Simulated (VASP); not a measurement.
# TaN (P-6m2) in VASP: further runs

One crystal, TaN, is run at these levels: PBEsol; tasks: single point, relaxation of cell and atoms.

Everything below comes from runs of VASP 6.6.1. Logs are shortened: lines on timing, memory, paths and dates and some standing lists are left out, and cuts for length are marked.

### Step 1. Starting point

The structure is hexagonal, space group P-6m2 (No. 187). The conventional cell has a = 2.950 Å, b = 2.950 Å, c = 2.898 Å, α = 90.00°, β = 90.00°, γ = 120.00°. Ta (site symmetry -6m2) has 6 N at 2.24 Å as nearest neighbours. N (site symmetry -6m2) is surrounded by 6 Ta at 2.24 Å.

### Step 2. Single point, PBEsol (relaxed again under DFT PBEsol, scalar-relativistic, plane waves, PAW)

INCAR reads:

```
SYSTEM = TaN
PREC = Accurate
ENCUT = 520
EDIFF = 1E-6
ISMEAR = 0
SIGMA = 0.1
LREAL = .False.
LASPH = .True.
NELM = 100
ALGO = Normal
ISIF = 2
LWAVE = .False.
LCHARG = .False.
GGA = PS
NBANDS = 15
```

KPOINTS reads:

```
regular mesh
0
Gamma
  18 18 14
  0 0 0
```

POSCAR reads:

```
TaN
1.0
    2.9239912396      0.0000000000      0.0000000000
   -1.4619956198      2.5322506940      0.0000000000
    0.0000000000      0.0000000000      2.8707269326
Ta N
1 1
Direct
    0.3333333333      0.6666666667      0.5000000000
    0.0000000000      0.0000000000      0.0000000000
```

Potentials or basis: VASP PAW PBE potentials, release 64 (Ta_pv, N).

Command:

```bash
cat potpaw_PBE.64/Ta_pv/POTCAR potpaw_PBE.64/N/POTCAR > POTCAR
mpirun -np 1 vasp_std > vasp.out
```

OUTCAR:

```text
SYSTEM = TaN
   PREC = Accurate
   ENCUT = 520
   EDIFF = 1E-6
   ISMEAR = 0
   LREAL = .False.
   LASPH = .True.
   NELM = 100
   ISIF = 2
   GGA = PS

 ion  position               nearest neighbor table
   1  0.333  0.667  0.500-   2 2.22   2 2.22   2 2.22   2 2.22   2 2.22   2 2.22
   2  0.000  0.000  0.000-   1 2.22   1 2.22   1 2.22   1 2.22   1 2.22   1 2.22

  LATTYP: Found a hexagonal cell.
 ALAT       =     2.9239912396
 C/A-ratio  =     0.9817836982

  Lattice vectors:

 A1 = (   2.9239912396,   0.0000000000,   0.0000000000)
 A2 = (  -1.4619956198,   2.5322506940,   0.0000000000)
 A3 = (   0.0000000000,   0.0000000000,   2.8707269326)

Analysis of symmetry for initial positions (statically):
=====================================================================
 Subroutine PRICEL returns:
 Original cell was already a primitive cell.

 Routine SETGRP: Setting up the symmetry group for a
 hexagonal supercell.

 Subroutine GETGRP returns: Found 12 space group operations
 (whereof 12 operations were pure point group operations)
 out of a pool of 24 trial point group operations.

The static configuration has the point symmetry D_3h.

Analysis of symmetry for dynamics (positions and initial velocities):
=====================================================================
 Subroutine PRICEL returns:
 Original cell was already a primitive cell.

 Routine SETGRP: Setting up the symmetry group for a
 hexagonal supercell.

 Subroutine GETGRP returns: Found 12 space group operations
 (whereof 12 operations were pure point group operations)
 out of a pool of 24 trial point group operations.

The dynamic configuration has the point symmetry D_3h.

 Subroutine INISYM returns: Found 12 space group operations
 (whereof 12 operations are pure point group operations),
 and found     1 'primitive' translations

----------------------------------------------------------------------------------------

                                     Primitive cell

  volume of cell :      21.2557

  direct lattice vectors                    reciprocal lattice vectors
     2.923991240  0.000000000  0.000000000     0.341998289  0.197452804  0.000000000
    -1.461995620  2.532250694  0.000000000     0.000000000  0.394905608  0.000000000
     0.000000000  0.000000000  2.870726933     0.000000000  0.000000000  0.348343825

  length of vectors
     2.923991240  2.923991240  2.870726933     0.394905608  0.394905608  0.348343825

  position of ions in fractional coordinates (direct lattice)
     0.333333333  0.666666667  0.500000000
     0.000000000  0.000000000  0.000000000

  ion indices of the primitive-cell ions
   primitive index   ion index
                 1           1
                 2           2

----------------------------------------------------------------------------------------

 KPOINTS: regular mesh

Automatic generation of k-mesh.
 Grid dimensions read from file:
 generate k-points for:   18   18   14

 Generating k-lattice:

  Cartesian coordinates                     Fractional coordinates (reciprocal lattice)
     0.018999905  0.010969600  0.000000000     0.055555556 -0.000000000  0.000000000
     0.000000000  0.021939200  0.000000000     0.000000000  0.055555556  0.000000000
     0.000000000  0.000000000  0.024881702     0.000000000  0.000000000  0.071428571

  Length of vectors
     0.021939200  0.021939200  0.024881702

  Shift w.r.t. Gamma in fractional coordinates (k-lattice)
     0.000000000  0.000000000  0.000000000

 Subroutine IBZKPT returns following result:
 ===========================================

 Found    296 irreducible k-points:

 Following reciprocal coordinates:
            Coordinates               Weight
  0.000000  0.000000  0.000000      1.000000
  0.055556  0.000000  0.000000      6.000000
  0.111111  0.000000  0.000000      6.000000
  0.166667  0.000000  0.000000      6.000000
  0.222222  0.000000  0.000000      6.000000
  0.277778  0.000000  0.000000      6.000000
[... 16 lines left out ...]
  0.333333  0.111111  0.000000     12.000000
  0.388889  0.111111  0.000000     12.000000
 [... further k-points ...]
   k-points           NKPTS =    296   k-points in BZ     NKDIM =    296   number of bands    NBANDS=     15
   number of dos      NEDOS =    301   number of ions     NIONS =      2
   total plane-waves  NPLWV =  13824
   dimension x,y,z NGX =    24 NGY =   24 NGZ =   24
   dimension x,y,z NGXF=    48 NGYF=   48 NGZF=   48
   ions per type =               1   1
   NGX,Y,Z   is equivalent  to a cutoff of  13.65, 13.65, 13.90 a.u.
   NGXF,Y,Z  is equivalent  to a cutoff of  27.29, 27.29, 27.80 a.u.
 SYSTEM =  TaN
   PREC   = accura    normal or accurate (medium, high low for compatibility)
   ISTART =      0    job   : 0-new  1-cont  2-samecut
   ICHARG =      2    charge: 1-file 2-atom 10-const
   ISPIN  =      1    spin polarized calculation?
   LNONCOLLINEAR =      F non collinear calculations
   LSORBIT =      F    spin-orbit coupling
   LASPH  =      T    aspherical Exc in radial PAW
   ENCUT  =  520.0 eV  38.22 Ry    6.18 a.u.   5.44  5.44  5.34*2*pi/ulx,y,z
   NELM   =    100;   NELMIN=  2; NELMDL= -5     # of ELM steps
   EDIFF  = 0.1E-05   stopping-criterion for ELM
   LREAL  =      F    real-space projection
   EDIFFG = 0.1E-04   stopping-criterion for IOM
   NSW    =      0    number of steps for IOM
   IBRION =     -1    ionic relax: 0-MD 1-quasi-New 2-CG
   NFREE  =      0    steps in history (QN), initial steepest desc. (CG)
   ISIF   =      2    stress and relaxation
   ISYM   =      2    0-nonsym 1-usesym 2-fastsym
   POTIM  = 0.5000    time-step for ionic-motion
   TEBEG  =    0.0;   TEEND  =   0.0 temperature during run
   PSTRESS=    0.0 pullay stress
   NELECT =      16.0000    total number of electrons
   NUPDOWN=      -1.0000    fix difference up-down
   EMIN   =  10.00;   EMAX   =-10.00  energy-range for DOS
   EFERMI =   0.00;   METHOD = LEGACY
   ISMEAR =     0;   SIGMA  =   0.10  broadening in eV -4-tet -1-fermi 0-gaus
   EFERMI_NEDOS =   21; number of points for ismear=-14 and -15
   IALGO  =     38    algorithm
   IMIX   =      4    mixing-type and parameters
     AMIX     =   0.40;   BMIX     =  1.00
     AMIX_MAG =   1.60;   BMIX_MAG =  1.00
  volume/ion in A,a.u.               =      10.63        71.72
  Fermi-wavevector in a.u.,A,eV,Ry     =   1.489212  2.814203 30.174364  2.217753
  Thomas-Fermi vector in A             =   2.602149
   LORBIT       =      0    0 simple, 1 ext, 2 COOP (PROOUT), +10 PAW based schemes
   GGA     = PS    functional components
   LHFCALC =     F    Hartree Fock is set to
   AEXX    =    0.0000 exact exchange contribution
   IVDW    =     0    specifies the selected vdW correction
   LEPSILON=     F    determine dielectric tensor
   LRPA    =     F    only Hartree local field effects (RPA)
 non-spin polarized calculation
 Gauss-broadening in eV      SIGMA  =   0.10
  energy-cutoff  :      520.00
  volume of cell :       21.26
 maximum number of plane-waves:       599
 NGX is ok and might be reduce to    24
   NGX = 11   NGY = 11   NGZ = 11

 number of electron      16.0000000 magnetization

 Free energy of the ion-electron system (eV)
  ---------------------------------------------------
  ext. energy  EPLUGINS =         0.00000000
  ---------------------------------------------------
  free energy    TOTEN  =       -23.80564074 eV

  energy without entropy =      -23.80538864  energy(sigma->0) =      -23.80551469

 E-fermi :   8.2084     XC(G=0): -13.5810

 val. band max:        8.1670992565   @ k =   0.0000   0.0000   0.4286
 cond. band min:       8.2395456236   @ k =   0.0556   0.0000   0.5000
 fundamental gap:      0.0724463670
 Fermi energy:         8.2084471223

 k-point     1 :       0.0000    0.0000    0.0000
  band No.  band energies     occupation
      1     -26.5032      2.00000
      2     -26.2285      2.00000
      3     -26.2285      2.00000
      4      -9.6044      2.00000
      5       3.6171      2.00000
      6       3.6171      2.00000
      7       3.9449      2.00000
      8       5.3088      2.00000
      9      10.5611      0.00000
     10      11.8966      0.00000
     11      11.8966      0.00000
     12      12.2952      0.00000
     13      12.2952      0.00000
     14      21.3344      0.00000
     15      21.7374      0.00000

 k-point     2 :       0.0556    0.0000    0.0000
  band No.  band energies     occupation
      1     -26.4987      2.00000
      2     -26.2645      2.00000
      3     -26.2361      2.00000
      4      -9.5371      2.00000
      5       3.4035      2.00000
      6       3.6680      2.00000
      7       4.0502      2.00000
      8       5.2111      2.00000
      9      10.8077      0.00000
     10      11.7516      0.00000
     11      11.9054      0.00000
     12      12.2607      0.00000
     13      12.3864      0.00000
     14      21.3285      0.00000
     15      21.7317      0.00000

 k-point     3 :       0.1111    0.0000    0.0000
  band No.  band energies     occupation
      1     -26.4855      2.00000
      2     -26.3671      2.00000
      3     -26.2579      2.00000
      4      -9.3431      2.00000
      5       2.9025      2.00000
      6       3.8128      2.00000
      7       4.2941      2.00000
      8       4.9455      2.00000
      9      11.2843      0.00000
     10      11.5429      0.00000
     11      11.9411      0.00000
     12      12.1628      0.00000
     13      12.6238      0.00000
     14      21.3084      0.00000
     15      21.7178      0.00000

 k-point     4 :       0.1667    0.0000    0.0000
  band No.  band energies     occupation
      1     -26.5209      2.00000
      2     -26.4654      2.00000
      3     -26.2913      2.00000
      4      -9.0433      2.00000
      5       2.2719      2.00000
      6       4.0292      2.00000
      7       4.5756      2.00000
      8       4.6240      2.00000
      9      10.8668      0.00000
     10      12.0170      0.00000
     11      12.0285      0.00000
     12      12.3516      0.00000
     13      12.9228      0.00000
     14      21.3003      0.00000
     15      21.7064      0.00000
[... 307 lines left out ...]
 k-point    22 :       0.2778    0.1111    0.0000
  band No.  band energies     occupation
      1     -27.0609      2.00000
      2     -26.4811      2.00000
      3     -26.3822      2.00000
      4      -7.7475      2.00000
      5       0.5602      2.00000
      6       3.3968      2.00000
      7       4.1980      2.00000
      8       5.7283      2.00000
      9      10.1677      0.00000
     10      10.9184      0.00000
     11      13.1314      0.00000
     12      14.1558      0.00000
     13      15.2056      0.00000
     14      21.5985      0.00000
     15      21.9837      0.00000

 k-point    23 :       0.3333    0.1111    0.0000
  band No.  band energies     occupation
      1     -27.1794      2.00000
      2     -26.5231      2.00000
      3     -26.3629      2.00000
      4      -7.4249      2.00000
      5       0.2474      2.00000
      6       3.1708      2.00000
      7       4.0604      2.00000
      8       5.8635      2.00000
      9      10.6631      0.00000
     10      10.6985      0.00000
     11      13.1859      0.00000
     12      14.3071      0.00000
     13      16.0740      0.00000
     14      21.3803      0.00000
     15      21.7593      0.00000

 k-point    24 :       0.3889    0.1111    0.0000
  band No.  band energies     occupation
      1     -27.2555      2.00000
      2     -26.5505      2.00000
      3     -26.3502      2.00000
      4      -7.2069      2.00000
      5       0.0539      2.00000
      6       3.0298      2.00000
      7       3.9280      2.00000
      8       5.9198      2.00000
      9      10.5579      0.00000
     10      11.3632      0.00000
     11      12.9002      0.00000
     12      14.3861      0.00000
     13      16.9663      0.00000
     14      20.4967      0.00000
     15      21.6873      0.00000

 [... further k-points ...]

------------------------ aborting loop because EDIFF is reached ----------------------------------------

  FORCE on cell =-STRESS in cart. coord.  units (eV):
  Direction    XX          YY          ZZ          XY          YZ          ZX
  --------------------------------------------------------------------------------------
  -------------------------------------------------------------------------------------
  Total        0.1031301      0.1031301      0.1304059      0.0000000      0.0000000      0.0000000
  in kB        7.7735850      7.7735850      9.8295405      0.0000000      0.0000000      0.0000000
  external PRESSURE =       8.4589035 kB  Pullay stress =       0.0000000 kB

 VOLUME and BASIS-vectors are now :
 -----------------------------------------------------------------------------
  energy-cutoff  :      520.00
  volume of cell :       21.26
      direct lattice vectors                 reciprocal lattice vectors
     2.923991240  0.000000000  0.000000000     0.341998289  0.197452804  0.000000000
    -1.461995620  2.532250694  0.000000000     0.000000000  0.394905608  0.000000000
     0.000000000  0.000000000  2.870726933     0.000000000  0.000000000  0.348343825

 POSITION                                       TOTAL-FORCE (eV/Angst)
 -----------------------------------------------------------------------------------
     -0.00000      1.68817      1.43536         0.000000     -0.000000      0.000000
      0.00000      0.00000      0.00000        -0.000000      0.000000      0.000000
 -----------------------------------------------------------------------------------
    total drift:                                0.000000     -0.000000     -0.000000

  FREE ENERGIE OF THE ION-ELECTRON SYSTEM (eV)
  ---------------------------------------------------
  free  energy   TOTEN  =       -23.8056407399 eV

  energy  without entropy=      -23.8053886391  energy(sigma->0) =      -23.80551469
```

It took 32 s on 1 thread of Intel Xeon Platinum 8488C (Sapphire Rapids), shared host; peak memory 0.22 GiB.

What came out:

```
Free energy            : -23.8056 eV
Pressure               : 0.8 GPa
Band gap on the k mesh : none (metal or under the smearing width)
```

Levels at points of the mesh, in eV from the Fermi level:
| k point | band 5 | band 6 | band 7 | band 8 | band 9 | band 10 | band 11 | band 12 |
| --- | --- | --- | --- | --- | --- | --- | --- | --- |
| (0.00, 0.00, 0.00) | -4.59 | -4.59 | -4.26 | -2.90 | 2.35 | 3.69 | 3.69 | 4.09 |
| (0.50, 0.00, 0.00) | -8.36 | -5.24 | -3.53 | -3.16 | 3.07 | 4.16 | 5.32 | 5.44 |
| (0.00, 0.00, 0.50) | -9.44 | -3.76 | -3.76 | -0.08 | -0.08 | 2.50 | 3.37 | 3.37 |
| (0.50, 0.00, 0.50) | -7.39 | -6.23 | -5.74 | -0.29 | 4.28 | 5.50 | 6.22 | 7.25 |

Caveat: the PAW data sets were made with another functional, which shifts forces and pressure a little.

### Step 3. Relaxation of cell and atoms, PBEsol

INCAR reads:

```
PREC = Accurate ; ENCUT = 600
EDIFF = 1E-7 ; ISMEAR = 0
SIGMA = 0.1 ; LREAL = False
LASPH = True ; NELM = 100
ALGO = Fast ; ISIF = 3
LWAVE = False ; LCHARG = False
GGA = PS ; IBRION = 2
NSW = 70 ; EDIFFG = -0.005
```

KPOINTS reads:

```
Automatic mesh
0
Gamma
  18 18 14
```

POSCAR reads:

```
TaN
1.0
    2.9501846799      0.0000000000      0.0000000000
   -1.4750923399      2.5549348786      0.0000000000
    0.0000000000      0.0000000000      2.8977716016
Ta N
1 1
Direct
    0.3333333333      0.6666666667      0.5000000000
    0.0000000000      0.0000000000      0.0000000000
```

Potentials or basis: VASP PAW PBE potentials, release 64 (Ta_pv, N).

Command:

```bash
cat potpaw_PBE.64/Ta_pv/POTCAR potpaw_PBE.64/N/POTCAR > POTCAR
mpirun -np 1 vasp_std > vasp.out
```

Wall time 3 min (1 thread of Intel Xeon Platinum 8488C (Sapphire Rapids), shared host); peak memory 0.24 GiB.

The run converged. Its results:

- Free energy: -23.8090 eV
- Relaxed volume: 10.65 Å³/atom
- Relaxed cell: a = 2.926 Å, b = 2.926 Å, c = 2.873 Å, α = 90.00°, β = 90.00°, γ = 120.00°
- Space group after relaxing (to 0.05 Å): P-6m2 (No. 187)
- Energy gained by relaxing: 7.6 meV/atom
- Ionic steps: 9
- Pressure after relaxing: 0.0 GPa
- Band gap on the k mesh: none (metal or under the smearing width)

Step by step:
```
step  energy change (eV)  largest force (eV/Å)  pressure (GPa)  volume (Å³)
   1              0.0000                0.0000           -8.73        21.84
   2              0.0847                0.0000           26.14        20.01
   3             -0.0152                0.0000           -0.22        21.31
   4             -0.0152                0.0000           -0.04        21.30
   5             -0.0152                0.0000            0.14        21.29
   6             -0.0152                0.0000           -0.34        21.32
   7             -0.0152                0.0000           -0.08        21.30
   8             -0.0152                0.0000            0.09        21.29
   9             -0.0152                0.0000            0.00        21.30
```

Final structure:
```
CELL_PARAMETERS angstrom
2.92572 0.00000 0.00000
-1.46286 2.53375 0.00000
0.00000 0.00000 2.87294
ATOMIC_POSITIONS crystal
Ta 0.33333 0.66667 0.50000
N 0.00000 0.00000 0.00000
```

Levels at points of the mesh, in eV from the Fermi level:
```
           k point  band 4  band 5  band 6  band 7  band 8  band 9  band 10  band 11  band 12
(0.00, 0.00, 0.00)  -17.80   -4.58   -4.58   -4.26   -2.90    2.34     3.68     3.68     4.07
(0.50, 0.00, 0.00)  -15.42   -8.35   -5.23   -3.52   -3.15    3.06     4.15     5.30     5.42
(0.00, 0.00, 0.50)  -15.04   -9.43   -3.75   -3.75   -0.08   -0.08     2.49     3.37     3.37
(0.50, 0.00, 0.50)  -15.76   -7.38   -6.22   -5.73   -0.30    4.27     5.49     6.20     7.23
```

Caveat: the PAW data sets were made with another functional, which shifts forces and pressure a little. The run has no spin-orbit coupling, so splittings on Ta are missing.
